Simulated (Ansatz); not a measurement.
Crystal: Rh.

```
CELL_PARAMETERS angstrom
0.00000 1.89785 1.89785
1.89785 0.00000 1.89785
1.89785 1.89785 0.00000
ATOMIC_POSITIONS crystal
Rh 0.00000 0.00000 0.00000
```

Program: Ansatz 0.2.0. Alike in all runs: cell as given.

Order these runs on this cell by their pressure, lowest first.
A. level BLYP; potentials or basis all-electron LAPW, scalar-relativistic; spin off; k mesh 12 × 12 × 12; cutoff (eV) 278; smearing fermi-dirac 0.05 eV; basis error allowed 0.001 eV/atom; mesh quality not flagged
B. level PBE; potentials or basis all-electron LAPW, scalar-relativistic; spin off; k mesh 5 × 5 × 5; cutoff (eV) 258; smearing fermi-dirac 0.03 eV; basis error allowed 0.002 eV/atom; mesh quality coarse
C. level PBE; potentials or basis all-electron LAPW, relativistic spinors; spin SOC, no magnetisation; k mesh 9 × 9 × 9; cutoff (eV) 278; smearing fermi-dirac 0.05 eV; basis error allowed 0.001 eV/atom; mesh quality coarse
D. level PBEsol; potentials or basis all-electron LAPW, inner shells corrected to Dirac's equation; spin off; k mesh 12 × 12 × 12; cutoff (eV) 278; smearing fermi-dirac 0.05 eV; basis error allowed 0.001 eV/atom; mesh quality not flagged
E. level PBE; potentials or basis all-electron LAPW, scalar-relativistic; spin off; k mesh 7 × 7 × 7; cutoff (eV) 239; smearing fermi-dirac 0.04 eV; basis error allowed 0.004 eV/atom; mesh quality coarse

D (-3.7 GPa), E (6.1 GPa), C (7.7 GPa), B (10.0 GPa), A (21.3 GPa).

Caveats: some runs use coarse meshes; the k mesh is thin for a metal, which can move the energy by tens of meV per atom (some runs); so large a pressure means that the cell lies far from this level's equilibrium, or that cutoff or potentials fall short (some runs).

Not every run made on this cell is shown here.
